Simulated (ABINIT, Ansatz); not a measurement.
This is a calculation of FeO for ABINIT 10.8.3 (patched build). 

The input run.abi:

```
# Pseudopotentials
pp_dirpath "./"
pseudos "Fe.GGA_PBE-JTH.xml, O.GGA_PBE-JTH.xml"

# Structure
structure "poscar:POSCAR"
natom 2

# Plane-wave basis
ecut 26.0
pawecutdg 48.0
pawxcdev 0

# k points
kptopt 1
ngkpt 11 11 11
nshiftk 1
shiftk 0.0 0.0 0.0

# Exchange and correlation
ixc 11

# Bands and occupations
nband 16
occopt 3
tsmear 0.05 eV

# Spin
nsppol 2
spinat
     0.0000000000     0.0000000000     4.0000000000
     0.0000000000     0.0000000000     0.0000000000

# SCF cycle
nstep 100
tolvrs 1.0e-9

# Output
iomode 3
prtwf 0
prtden 0
prteig 0
prtebands 0
```

POSCAR

```
FeO
1.0
    0.0000000000      2.1554001600      2.1554001600
    2.1554001600      0.0000000000      2.1554001600
    2.1554001600      2.1554001600      0.0000000000
Fe O
1 1
Direct
    0.0000000000      0.0000000000      0.0000000000  Fe
    0.5000000000      0.5000000000      0.5000000000  O
```

Potentials or basis: JTH PAW PBE v2.0.

Launch:

```console
$ abinit run.abi > log 2>&1
```

Problem. Translate it to Ansatz 0.2.0. Potentials or basis there: Ansatz PAW, cutoff 420 eV.

Solution. As run (cutoffs and basis follow the program's own potentials, and thresholds, step limits or extra output files can differ):

File input.yaml:

```yaml
crystal:
  lattice:
    - [0.0, 2.15540016, 2.15540016]
    - [2.15540016, 0.0, 2.15540016]
    - [2.15540016, 2.15540016, 0.0]
  atoms:
    - { symbol: Fe, position: [0.0, 0.0, 0.0], spin: 3.0 }
    - { symbol: O, position: [0.5, 0.5, 0.5] }
hamiltonian:
  xc: pbe
  pseudopotentials: { kind: paw }
magnetization:
  spin_polarized: true
kpoints:
  mp_grid: { grid: [11, 11, 11] }
scf:
  occupations: { method: fermi_dirac, width: 0.05 }
output:
  forces: true
  stress: true
  eigenvalues: true
  write_density: true
  write_potential: true
  elf: true
  volumetric_format: npy
```

Potentials or basis: Ansatz PAW.

Run with:

```sh
$ ansatz run input.yaml --threads 1 --pin off --max-ram 3584MiB --backend cpu --events-out ev --progress --plain --runs-dir out
```

Both were run:

|  | ABINIT | Ansatz |
| --- | --- | --- |
| Pressure | -0.8 GPa | -0.2 GPa |
| Net moment | 4.00 μB per cell | 4.00 μB per cell |

Ansatz's pressure holds a Pulay term of +0.65 GPa for its cutoff of 420 eV, which the other run lacks.

Where Ansatz's input types no cutoff or centring, it takes its own default and a Γ-centred mesh.

The magnetic state is the one that the start led to; the real crystal's order can differ.

Pressure is positive in compression.
